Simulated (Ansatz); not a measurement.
Band structure of NaBr (Fm-3m, 2 atoms in the cell).

```
NaBr
1.0
    0.00000     2.96450     2.96450
    2.96450     0.00000     2.96450
    2.96450     2.96450     0.00000
Na Br
1 1
Direct
  0.00000   0.00000   0.00000
  0.50000   0.50000   0.50000
```

Level of theory: PBE (plane waves, PAW; Ansatz, a quantum-chemistry and plane-wave program).

Settings: kpoints.mp_grid.grid = 5 5 5; hamiltonian.xc = pbe; hamiltonian.pseudopotentials = {kind: paw} (the program's default PAW files); scf.occupations.method = fermi_dirac; scf.occupations.width = 0.0007 Ry; kpoints.band_path.npoints = 8.

The starting cell comes from a database of computed structures (which also holds hypothetical and non-ambient phases and stackings), without a prior relaxation at this level. Its lattice was rescaled by a random factor within 2.5 % of one.

**Question.** Predict the gap along the standard path and the places of the band edges.

**Answer.** The gap along the path is 4.22 eV, direct at Γ to within 0.01 eV.

Levels in eV from the top of the valence band on the path, bands 5 to 11:
```tsv
point	5	6	7	8	9	10	11
Γ	-12.85	0.00	0.00	0.00	4.22	9.86	9.86
X	-12.50	-1.85	-0.69	-0.69	6.19	6.99	10.85
W	-12.49	-1.35	-1.35	-0.87	7.60	8.86	8.86
K	-12.49	-1.58	-1.27	-0.57	6.93	8.10	9.90
L	-12.55	-2.13	-0.29	-0.29	6.20	9.55	9.55
U	-12.49	-1.58	-1.27	-0.57	6.93	8.10	9.90
```

Keys are those of Ansatz 0.2.
